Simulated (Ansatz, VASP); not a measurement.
Two plane-wave programs on NaCl

```
Na Cl
1.0
     3.97394    0.00000    0.00000
    -1.98697    3.44153    0.00000
     0.00000    0.00000    9.73413
Na Cl
3 3
Direct
  0.00000 0.00000 0.00000
  0.33333 0.66667 0.33333
  0.66667 0.33333 0.66667
  0.66667 0.33333 0.16667
  0.00000 0.00000 0.50000
  0.33333 0.66667 0.83333
```

The cell was built by a generator and needn't be a form met in nature.

Alike in both runs: task single point; functional PBE; k mesh 6 × 6 × 2; occupations gaussian, width 0.1 eV; no spin polarisation.

```csv
,VASP,Ansatz
version,VASP 6.6.1,Ansatz 0.2.0
potentials or method,"VASP PAW PBE potentials, release 64 (Na_pv, Cl)","scalar-relativistic, plane waves, PAW"
plane-wave cutoff (eV),520,420
valence electrons in the cell,42,48
```

```csv
,VASP,Ansatz,Ansatz less VASP
gap on the k mesh at the Fermi level (eV),5.15,5.15,0.000
least direct gap on the mesh (eV),5.15,5.15,0.000
pressure (GPa),1.0,1.0,+0.03
```

With one functional, cell and mesh, what is left measures potentials, basis and numerics. The two sets of potentials don't hold the same shells in valence.

A hybrid or GW would open this gap; PBE tends to underestimate it.
